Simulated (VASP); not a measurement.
BN:

```
CELL_PARAMETERS angstrom
2.49824 0.00000 0.00000
-1.24912 2.16354 0.00000
0.00000 0.00000 6.63570
ATOMIC_POSITIONS crystal
N 0.66667 0.33333 0.25000
N 0.33333 0.66667 0.75000
B 0.66667 0.33333 0.75000
B 0.33333 0.66667 0.25000
```

Base run:

| Item | Value |
| --- | --- |
| Program | VASP 6.6.1 |
| Functional | TB-mBJ |
| Potentials or basis | VASP PAW PBE potentials, release 64 (N, B) |
| Cutoff | 520 eV |
| k mesh | 12 × 12 × 4 |
| Occupations | gaussian, width 0.02 eV |
| Spin | no spin polarisation |

Its results: band gap on the k mesh 6.04 eV, indirect (least direct gap 6.41 eV).

Problem. The run is repeated on the same cell with these changes: functional from TB-mBJ to LDA; potentials or basis from VASP PAW PBE potentials, release 64 (N, B) to VASP PAW LDA potentials, release 64 (N, B). What comes out?

Solution. Band gap on the k mesh 4.09 eV, indirect (least direct gap 4.51 eV).

A k mesh can miss the band edges.
